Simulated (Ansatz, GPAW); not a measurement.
## One calculation of Co, 3 ways

```
Co
1.0
     2.47200    0.00000    0.00000
    -1.23600    2.14081    0.00000
     0.00000    0.00000    4.02114
Co
2
Direct
  0.66667 0.33333 0.75000
  0.33333 0.66667 0.25000
```

Alike in all runs: task single point; functional PBE; k mesh 12 × 12 × 7; occupations gaussian, width 0.024 eV; collinear spin, ferromagnetic start; no spin-orbit coupling. Pressure is positive in compression and, in plane waves, holds the error of the finite cutoff, which Ansatz's Pulay term estimates and takes out.

| program and potentials | plane-wave cutoff (eV) | notes | pressure (GPa) | net moment per atom (μB) |
| --- | --- | --- | --- | --- |
| Ansatz, Ansatz PAW | 420 | 17 valence electrons an atom on average; Pulay term of +0.18 GPa included | 4.72 | 1.61 |
| Ansatz, all-electron LAPW, scalar-relativistic | - | - | 4.61 | 1.61 |
| GPAW, GPAW PAW data sets (gpaw-data 1.2.1) | 600 | 9 valence electrons an atom on average | 4.77 | 1.61 |

The pressure spans 4.61 (Ansatz, all-electron LAPW, scalar-relativistic) to 4.77 GPa (GPAW, GPAW PAW data sets (gpaw-data 1.2.1)), with all-electron results at 4.61. All agree on the net moment per atom. The state is the one that the start led to, which needn't be the lowest.

The functional is the same throughout but for its coding, so the spread measures potentials, basis and numerics; runs on potential files found faulty are left out.
